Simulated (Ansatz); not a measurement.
Runs of Ansatz 0.2.0 on Ge. Symmetry: I4_1/amd, No. 141, tetragonal system. The conventional cell has a = 5.149 Å, b = 5.149 Å, c = 2.795 Å, α = 90.00°, β = 90.00°, γ = 90.00°. Ge (site symmetry -4m2) is surrounded by 6 Ge at 2.67 to 2.79 Å. This isn't the form of Ge at room conditions, which is diamond.

```csv
task,level,cell,cutoff (eV),smearing,gap on the mesh (eV),pressure (GPa),relaxed volume (Å³/atom)
relaxation of cell and atoms,PBE+D4,relaxed,-,fermi-dirac 0.05 eV,-,0.0,18.55
relaxation of cell and atoms,PBEsol,relaxed,-,fermi-dirac 0.05 eV,-,0.0,18.39
single point,PBE,as given,254,gaussian 0.025 eV,none,(a),-
single point,PBE,as given,254,gaussian 0.022 eV,none,3.3,-
single point,PBE,as given,254,gaussian 0.011 eV,none,3.3,-
```

Alike in all rows: potentials or basis all-electron LAPW, scalar-relativistic; no spin polarisation; k mesh 11 × 11 × 11; basis error allowed 0.001 eV/atom.

**Question.** Estimate the missing entries.

**Answer.** (a) 3.2.

A k mesh can miss the band edges, and the runs leave out spin-orbit coupling on Ge.

A gap of «none» marks a metal or a gap under the smearing width.
